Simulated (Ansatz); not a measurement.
By PBEsol, the system below comes out a metal.

Without scattering a metal conducts by its projected Fermi surface.

Consider the following.

```xyz
6
Lattice="3.1113 0.0000 0.0000 0.0000 4.4825 0.0000 0.0000 0.0000 4.4825" Properties=species:S:1:pos:R:3 pbc="T T T"
Ru     1.5557     2.2412     2.2412
Ru     0.0000     0.0000     0.0000
O      1.5557     0.8721     3.6104
O      1.5557     3.6104     0.8721
O      0.0000     1.3691     1.3691
O      0.0000     3.1134     3.1134
```

The cell is taken as given; by PBEsol it stands under a pressure of -4.0 GPa.

The current flows along the normal of the first two printed cell vectors, the (100) plane of the conventional cell. No spin-orbit coupling; the value is a mean over 0.1 eV about the Fermi level.

Question: Give the ballistic conductance per area that PBEsol in Ansatz (a first-principles code) yields.

Answer: 0.61 × 10¹⁵ S/m² for both spins.
